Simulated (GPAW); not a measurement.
# Cr (Cmcm) in GPAW: phonons with PBEsol+D3

Aim: the phonons of Cr with PBEsol+D3.

All numbers are computed with GPAW 26.7.0; they aren't measurements. Logs are shortened: lines on timing, memory, paths and dates and some standing lists are left out, and cuts for length are marked. The log counts tension as positive stress, the text compression.

**1. The structure**

The structure is orthorhombic, space group Cmcm (No. 63). The conventional cell has a = 2.294 Å, b = 4.934 Å, c = 4.064 Å, α = 90.00°, β = 90.00°, γ = 90.00°. Around Cr (site symmetry m2m) lie 8 Cr at 2.29 to 2.62 Å.

This isn't the form of Cr at room conditions, which is bcc.

**2. Phonons, PBEsol+D3, collinear spin, ferromagnetic start**

Input file run.py:

```python
import json
import numpy as np
from ase import Atoms
from ase.calculators.mixing import SumCalculator
from ase.constraints import FixSymmetry
from ase.filters import FrechetCellFilter
from ase.io import read, write
from ase.optimize import BFGS
from dftd3.ase import DFTD3
from phonopy import Phonopy
from phonopy.structure.atoms import PhonopyAtoms
from gpaw import GPAW, PW, setup_paths

setup_paths.insert(0, '.')

atoms = read('Cr.xyz')
atoms.set_initial_magnetic_moments([3.0, 3.0])

calc = GPAW(mode=PW(600),
            xc='PBEsol',
            kpts={'size': (13, 13, 7), 'gamma': True},
            occupations={'name': 'fermi-dirac', 'width': 0.05},
            nbands=17,
            convergence={'density': 1e-06, 'eigenstates': 1e-09},
            maxiter=150,
            txt='gpaw.txt')
atoms.calc = SumCalculator([calc, DFTD3(method='pbesol', damping='d3zero')])
atoms.set_constraint(FixSymmetry(atoms))
BFGS(FrechetCellFilter(atoms), trajectory='relax.traj', logfile='-').run(fmax=0.005, steps=40)
atoms.set_constraint()
energy = atoms.get_potential_energy()
forces = atoms.get_forces()
stress = atoms.get_stress()
calc.write('gs.gpw')
write('result.traj', atoms)
print('Cell:', atoms.cell.cellpar().round(4))
print(atoms.get_scaled_positions().round(5))

def force_constants(scale):
    unit = PhonopyAtoms(symbols=atoms.get_chemical_symbols(), cell=atoms.cell[:] * scale**(1 / 3),
                        scaled_positions=atoms.get_scaled_positions(),
                        magnetic_moments=atoms.get_initial_magnetic_moments())
    ph = Phonopy(unit, supercell_matrix=np.diag([1, 1, 1]), primitive_matrix=np.eye(3), symprec=1e-4)
    ph.generate_displacements(distance=0.01)
    forces = []
    for i, sc in enumerate(ph.supercells_with_displacements):
        a = Atoms(sc.symbols, cell=sc.cell, scaled_positions=sc.scaled_positions, pbc=True,
                  magmoms=sc.magnetic_moments)
        c = GPAW(mode=PW(510),
                 xc='PBEsol',
                 kpts={'size': (13, 13, 7), 'gamma': True},
                 occupations={'name': 'fermi-dirac', 'width': 0.05},
                 nbands=17,
                 convergence={'density': 1e-06, 'eigenstates': 1e-09},
                 maxiter=150,
                 txt=f'disp-{scale:.3f}-{i:02d}.txt')
        a.calc = SumCalculator([c, DFTD3(method='pbesol', damping='d3zero')])
        f = a.get_forces()
        forces.append(f - f.mean(axis=0))
        print(f'displacement {i}: drift', f.mean(axis=0).round(5), flush=True)
    ph.forces = forces
    ph.produce_force_constants()
    ph.symmetrize_force_constants()
    return ph

qpoints = [[0.0, 0.0, 0.0]]
results = {}
for scale in [1.0]:
    ph = force_constants(scale)
    ph.run_qpoints(qpoints)
    nu = ph.qpoints.frequencies * 33.35641  # THz to cm^-1
    results[f'{scale:.3f}'] = nu.tolist()
    for qp, f in zip(qpoints, nu):
        print(scale, np.round(qp, 4), f.round(2))
json.dump(results, open('phonons.json', 'w'))
```

Input file Cr.xyz:

```xyz
2
Lattice="1.1470505050 -2.4670251200 0.0000000000 1.1470505050 2.4670251200 0.0000000000 0.0000000000 0.0000000000 4.0643107400" Properties=species:S:1:pos:R:3 pbc="T T T"
Cr     1.1470505050     -1.8282263653      3.0482330550
Cr     1.1470505050      1.8282263653      1.0160776850
```

Potentials or basis: PAW data sets generated in the run's folder for this functional, pw.

Command:

```console
gpaw-setup -f PBEsol Cr
OMP_NUM_THREADS=1 python run.py
```

gpaw.txt:

```text
__  _  _
 | _ |_)|_||  |
 |__||  | ||/\| - 26.7.0

Input parameters:
  mode=PW(ecut=600.0),
  convergence={'density': 1e-06, 'eigenstates': 1e-09},
  kpts=MonkhorstPack(size=(13, 13, 7), gamma=True),
  maxiter=150,
  nbands=17,
  occupations=Occupations(name='fermi-dirac', width=0.05),
  xc=XC(name='PBEsol')

Diagonalizing LCAO Hamiltonian
Converting LCAO to pw mode

       Cr Cr

Atoms  # Å, Bohr magnetons
|   | symbol |        x |         y |        z |    initial magnetic moments |
|---|--------|----------|-----------|----------|-----------------------------|
| 0 |     Cr | 1.147051 | -1.828226 | 3.048233 | ( 0.0000,  0.0000,  3.0000) |
| 1 |     Cr | 1.147051 |  1.828226 | 1.016078 | ( 0.0000,  0.0000,  3.0000) |

Unit cell  # Å
| periodic |        x |         y |        z |  lengths |     angles |
|----------|----------|-----------|----------|----------|------------|
|      yes | 1.147051 | -2.467025 | 0.000000 | 2.720650 |  90.000000 |
|      yes | 1.147051 |  2.467025 | 0.000000 | 2.720650 |  90.000000 |
|      yes | 0.000000 |  0.000000 | 4.064311 | 4.064311 | 130.127582 |

Number of symmetries: 4
Symmetry operations  # r_c * U_cc + t_c -> r_c
|   | kind |            matrix            |
|---|------|------------------------------|
| 0 |  E   |  1, 0, 0,  0, 1, 0,  0, 0, 1 |
| 1 |  C2  |  0, 1, 0,  1, 0, 0,  0, 0,-1 |
| 2 |  σ   |  0,-1, 0, -1, 0, 0,  0, 0, 1 |
| 3 |  i   | -1, 0, 0,  0,-1, 0,  0, 0,-1 |

BZ-sampling:
  Number of BZ points: 1183
  Number of IBZ points: 322

  Monkhorst-Pack size: [13, 13, 7]
  Monkhorst-Pack shift: [0, 0, 0]

K-points  # in reciprocal-cell coordinates
|     |                                coordinates |     weight |
|-----|--------------------------------------------|------------|
|   0 | (  0.00000000,   0.00000000,   0.00000000) | 0.00084531 |
|   1 | (  0.00000000,   0.00000000,   0.14285714) | 0.00169062 |
|   2 | (  0.00000000,   0.00000000,   0.28571429) | 0.00169062 |
|   3 | (  0.00000000,   0.00000000,   0.42857143) | 0.00169062 |
|   4 | (  0.07692308,  -0.07692308,  -0.42857143) | 0.00169062 |
|   5 | (  0.07692308,  -0.07692308,  -0.28571429) | 0.00169062 |
|   6 | (  0.07692308,  -0.07692308,  -0.14285714) | 0.00169062 |
|   7 | (  0.07692308,  -0.07692308,   0.00000000) | 0.00169062 |
|   8 | (  0.07692308,  -0.07692308,   0.14285714) | 0.00169062 |
|   9 | (  0.07692308,  -0.07692308,   0.28571429) | 0.00169062 |
| ... |                                            |            |
| 321 | (  0.46153846,   0.46153846,   0.42857143) | 0.00338123 |
[... 270 lines left out ...]
density mixing:
  MSR1-Mixer
  Pratt-step length: 0.05
  Maximum mixing coefficient: 0.75
  Old densities: 10
  SVD Regularization: 0.005
  Good broyden scale: 1.0
  Trust region scale: 1.0
  Backstep threshold: 4.0
  History deletion threshold: 6.0
  Fourier metric: weight=20.0, sigma=0.015

occupation numbers:
  Fermi-Dirac:
    width: 0.0500  # eV

poisson solver:
  ecut: 4800.0  # eV

xc functional:
  name: PBEsol with 2 nearest neighbor stencil

convergence criteria:
- Maximum integral of absolute [dens]ity change: 1e-06 electrons / valence electron
- Maximum integral of absolute [eigenst]ate change: 1e-09 eV^2 / valence electron
- Maximum [total energy] change in last 3 cyles: 0.0005 eV / valence electron
maximum number of iterations: 150

SCF iterations
|iter     | |      energy | eigst |  dens |  magmom |
|---------|-|-------------|-------|-------|---------|
|iter:   1| |  -19.533071 | -1.49 |       |  -0.0000|
|iter:   2| |  -19.531796 | -3.59 | -1.91 |  -0.0000|
|iter:   3| |  -19.527909c| -2.80 | -1.96 |  +0.0000|
|iter:   4| |  -19.528033c| -4.58 | -2.69 |  -0.0000|
|iter:   5| |  -19.528142c| -4.86 | -3.02 |  -0.0000|
|iter:   6| |  -19.528152c| -5.74 | -3.64 |  -0.0000|
|iter:   7| |  -19.528152c| -6.64 | -4.47 |  -0.0000|
|iter:   8| |  -19.528152c| -7.30 | -4.92 |  -0.0000|
|iter:   9| |  -19.528152c| -8.12 | -5.84 |  -0.0000|
|iter:  10| |  -19.528152c| -8.76 | -6.11c|  -0.0000|
|iter:  11| |  -19.528152c| -9.25c| -6.20c|  -0.0000|

Converged in 11 steps
Energy contributions relative to reference atoms: (reference = -57106.248222)

Energy contributions:
  Kinetic:         -24.167302
  Coulomb:          13.757841
  Zero:              0.442395
  External:          0.000000
  Xc:               -9.549063
  Entropy:          -0.024048
  Spinorbit:         0.000000
  ----------------------------
  Free energy:     -19.540176
  Extrapolated:    -19.528152

dipole moment: (0.000025, 0.000000, 0.000044)  # |e|*Ang

Total magnetic moment: (0.000000, 0.000000, -0.000004)

Local magnetic moments
|        x |        y |         z |
|----------|----------|-----------|
| 0.000000 | 0.000000 | -0.000002 |  # Cr   0
| 0.000000 | 0.000000 | -0.000002 |  # Cr   1

Fermi level: 11.367
Eigenvalues  # (at kpt = [0.000, 0.000, 0.000])
| band index |      eig [eV] | occ [0-1] |      eig [eV] | occ [0-1] |
|------------|---------------|-----------|---------------|-----------|
|          0 |         3.552 |     1.000 |         3.552 |     1.000 |
|          1 |         7.031 |     1.000 |         7.031 |     1.000 |
|          2 |         9.202 |     1.000 |         9.202 |     1.000 |
|          3 |         9.436 |     1.000 |         9.436 |     1.000 |
|          4 |        10.528 |     1.000 |        10.528 |     1.000 |
|          5 |        11.500 |     0.064 |        11.500 |     0.064 |
|          6 |        12.367 |     0.000 |        12.367 |     0.000 |
|          7 |        12.406 |     0.000 |        12.406 |     0.000 |
|          8 |        12.418 |     0.000 |        12.418 |     0.000 |
|          9 |        13.047 |     0.000 |        13.047 |     0.000 |
|         10 |        13.221 |     0.000 |        13.221 |     0.000 |
|         11 |        13.987 |     0.000 |        13.987 |     0.000 |
|         12 |        21.297 |     0.000 |        21.297 |     0.000 |
|        ... |               |           |               |           |
|         16 |        23.428 |     0.000 |        23.428 |     0.000 |
[... 699 lines left out ...]
Spin-components: 2 (collinear spins)
Bands:           17
Projectors:      12
Spin-degeneracy: 1
Datatype:        complex128

Parallelization:
  kpt:    1
  domain: 1
  band:   1

Density:
  Valence electrons: 12.0
  Components: 2
  Grid points: [15 15 24]
  Charge: 0.0  # |e|

Potential:
  Grid points: [15 15 24]

species:
  Cr:
    name:    Chromium
    Z:       24.0
    valence: 6
    core:    18
    charge:  0.0  # [|e|]
    compensation charges:
      type: gauss
      rc: 0.35  # [Å]
      lmax: 2
    cutoffs:
      filter: 2.14  # [Å]
      core: 3.04  # [Å]
    projectors
    | kind |    occ | en
[... cut ...]
.42857143) | 0.00169062 |
|   4 | (  0.07692308,  -0.07692308,  -0.42857143) | 0.00169062 |
|   5 | (  0.07692308,  -0.07692308,  -0.28571429) | 0.00169062 |
|   6 | (  0.07692308,  -0.07692308,  -0.14285714) | 0.00169062 |
|   7 | (  0.07692308,  -0.07692308,   0.00000000) | 0.00169062 |
|   8 | (  0.07692308,  -0.07692308,   0.14285714) | 0.00169062 |
|   9 | (  0.07692308,  -0.07692308,   0.28571429) | 0.00169062 |
| ... |                                            |            |
| 321 | (  0.46153846,   0.46153846,   0.42857143) | 0.00338123 |

Plane wave coefficients: 759
Cutoff: 600.0 eV

Spin-components: 2 (collinear spins)
Bands:           17
Projectors:      12
Spin-degeneracy: 1
Datatype:        complex128

Parallelization:
  kpt:    1
  domain: 1
  band:   1

Density:
  Valence electrons: 12.0
  Components: 2
  Grid points: [15 15 24]
  Charge: 0.0  # |e|

Potential:
  Grid points: [15 15 24]

species:
  Cr:
    name:    Chromium
    Z:       24.0
    valence: 6
    core:    18
    charge:  0.0  # [|e|]
    compensation charges:
      type: gauss
      rc: 0.35  # [Å]
      lmax: 2
    cutoffs:
      filter: 2.14  # [Å]
      core: 3.04  # [Å]
    projectors
    | kind |    occ | energy [eV] | rcut [Å] |
    |------|--------|-------------|----------|
    |   4s |  1.000 |      -4.015 |    1.164 |
    |   4p |  0.000 |      -0.955 |    1.217 |
    |   3d |  5.000 |      -2.928 |    1.111 |
    |    s |        |      23.196 |    1.164 |
    |    p |        |      26.257 |    1.217 |
    |    d |        |      24.283 |    1.111 |
[... 453 lines left out ...]
SCF iterations
|iter     | |      energy | eigst |  dens |  magmom |
|---------|-|-------------|-------|-------|---------|
|iter:   1| |  -19.537775 | -4.31 |       |  -0.0000|
|iter:   2| |  -19.537774 | -6.64 | -3.85 |  -0.0000|
|iter:   3| |  -19.537773c| -7.02 | -3.87 |  -0.0000|
|iter:   4| |  -19.537773c| -7.48 | -4.18 |  +0.0000|
|iter:   5| |  -19.537773c| -7.77 | -4.59 |  +0.0000|
|iter:   6| |  -19.537773c| -9.41c| -5.44 |  +0.0000|
|iter:   7| |  -19.537773c| -9.66c| -5.85 |  +0.0000|
|iter:   8| |  -19.537773c|-10.35c| -6.46c|  +0.0000|

Converged in 8 steps
Energy contributions relative to reference atoms: (reference = -57106.248222)

Energy contributions:
  Kinetic:         -20.299139
  Coulomb:          10.527325
  Zero:              0.451349
  External:          0.000000
  Xc:              -10.205447
  Entropy:          -0.023722
  Spinorbit:         0.000000
  ----------------------------
  Free energy:     -19.549633
  Extrapolated:    -19.537773

dipole moment: (0.000024, 0.000000, 0.000046)  # |e|*Ang

Total magnetic moment: (0.000000, 0.000000, 0.000000)

Local magnetic moments
|        x |        y |        z |
|----------|----------|----------|
| 0.000000 | 0.000000 | 0.000000 |  # Cr   0
| 0.000000 | 0.000000 | 0.000000 |  # Cr   1

Fermi level: 11.666
Eigenvalues  # (at kpt = [0.000, 0.000, 0.000])
| band index |      eig [eV] | occ [0-1] |      eig [eV] | occ [0-1] |
|------------|---------------|-----------|---------------|-----------|
|          0 |         3.798 |     1.000 |         3.798 |     1.000 |
|          1 |         7.260 |     1.000 |         7.260 |     1.000 |
|          2 |         9.474 |     1.000 |         9.474 |     1.000 |
|          3 |         9.732 |     1.000 |         9.732 |     1.000 |
|          4 |        11.287 |     0.999 |        11.287 |     0.999 |
|          5 |        11.296 |     0.999 |        11.296 |     0.999 |
|          6 |        12.139 |     0.000 |        12.139 |     0.000 |
|          7 |        12.701 |     0.000 |        12.701 |     0.000 |
|          8 |        12.809 |     0.000 |        12.809 |     0.000 |
|          9 |        13.359 |     0.000 |        13.359 |     0.000 |
|         10 |        13.901 |     0.000 |        13.901 |     0.000 |
|         11 |        14.110 |     0.000 |        14.110 |     0.000 |
|         12 |        21.155 |     0.000 |        21.155 |     0.000 |
|         13 |        23.441 |     0.000 |        23.441 |     0.000 |
|        ... |               |           |               |           |
|         16 |        23.579 |     0.000 |        23.579 |     0.000 |

No gap
No difference between direct/indirect transitions

Stress tensor  # eV/Ang^3
|         x |         y |         z |
|-----------|-----------|-----------|
| -0.040288 |  0.000000 |  0.000000 |
|  0.000000 | -0.042338 |  0.000000 |
|  0.000000 |  0.000000 | -0.039319 |

Forces  # eV/Ang
|       x |        y |        z |
|---------|----------|----------|
| 0.00000 | -0.03220 |  0.00000 |  # Cr   0
| 0.00000 |  0.03220 | -0.00000 |  # Cr   1

# Writing to gs.gpw (mode='')
```

Wall time 41 min (1 thread of Intel Xeon at 2.70GHz, shared host); peak memory 0.68 GiB.

What came out:

```
Free energy                            : -20.2440 eV
Relaxed volume                         : 11.10 Å³/atom
Relaxed cell                           : a = 2.629 Å, b = 2.629 Å, c = 4.171 Å, α = 90.00°, β = 90.00°, γ = 129.60°
Space group after relaxing (to 0.05 Å) : Cmcm (No. 63)
Pressure after relaxing                : 0.0 GPa
Band gap on the k mesh                 : none (metal or under the smearing width)
Net moment                             : 0.00 μB per cell
Highest phonon frequency at Γ          : 360 cm⁻¹
Most unstable mode                     : 209i cm⁻¹
Dispersion energy per atom             : -0.347 eV
```

Final structure:
```yaml
crystal:
  lattice:
    - [1.11913, -2.37848, 0.00000]
    - [1.11913, 2.37848, 0.00000]
    - [0.00000, 0.00000, 4.17107]
  atoms:
    - { symbol: Cr, position: [0.85865, 0.14135, 0.75000] }
    - { symbol: Cr, position: [0.14135, 0.85865, 0.25000] }
```

Phonon frequencies in cm⁻¹ (negative: imaginary):
| q point | frequencies |
| --- | --- |
| (0.000, 0.000, 0.000) | -209 0 0 0 175 360 |

Caveat: the cutoff is short for stress and forces, so pressures can be off by a GPa or more; some modes are imaginary; the starting moments collapsed, and a magnetic state may lie lower; pairwise dispersion overbinds metals, which lowers pressure and volume.
